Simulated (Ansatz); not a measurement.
# BeTe: the cost of one run

Program: Ansatz 0.2.0. Level of theory: DFT PBE, scalar-relativistic, plane waves, PAW. These are calculated values, not measurements.

3 further runs of the same task are left out: 3 set aside as unsound or not needed.

## Step 1: The structure to begin with

It takes space group F-43m (No. 216, cubic). Conventional cell: a = 5.178 Å, b = 5.178 Å, c = 5.178 Å, α = 90.00°, β = 90.00°, γ = 90.00°. Around Be (site symmetry -43m) lie 4 Se at 2.24 Å. Se (site symmetry -43m) is surrounded by 4 Be at 2.24 Å.

Coordinates:

```cif
data_structure
_symmetry_space_group_name_H-M 'F-43m'
_symmetry_Int_Tables_number 216
_cell_length_a 5.1778
_cell_length_b 5.1778
_cell_length_c 5.1778
_cell_angle_alpha 90.000
_cell_angle_beta 90.000
_cell_angle_gamma 90.000
_cell_volume 138.82
loop_
_atom_site_label
_atom_site_type_symbol
_atom_site_symmetry_multiplicity
_atom_site_Wyckoff_symbol
_atom_site_fract_x
_atom_site_fract_y
_atom_site_fract_z
_atom_site_occupancy
Be1 Be 4 a 0.00000 0.00000 0.00000 1
Se1 Se 4 d 0.25000 0.25000 0.75000 1
```

It goes back to an entry of the Materials Project, which need not be the stable form.

It is the result of an earlier relaxation at this level (volume 17.35 Å³/atom; gap on the mesh: 2.67 eV).

## Step 2: Se → Te: the starting cell

BeTe starts from the relaxed positions of BeSe, with all lengths scaled by 1.054, a guess from tabulated radii.

## Step 3: Probe: one point at the start (BeTe)

Contents of input.yaml:

```yaml
crystal:
  lattice:
    - [0.0, 2.728133589, 2.728133589]
    - [2.728133589, 0.0, 2.728133589]
    - [2.728133589, 2.728133589, 0.0]
  atoms:
    - { symbol: Be, position: [0.0, 0.0, 0.0] }
    - { symbol: Te, position: [0.25, 0.25, 0.25] }
basis:
  ecutwfc: 420
kpoints:
  mp_grid: { grid: [6, 6, 6] }
hamiltonian:
  xc: pbe
scf:
  occupations: { method: gaussian, width: 0.1 }
output:
  forces: true
  stress: true
  eigenvalues: true
```

Command:

```bash
$ ansatz run input.yaml --threads 1 --pin off --max-ram 1331MiB --backend cpu --events-out ev --progress --plain --runs-dir out
```

Q: Estimate wall time and peak memory on 1 thread of an Arm CPU, shared host.

About 1.8 s, with a peak of 0.27 GiB.
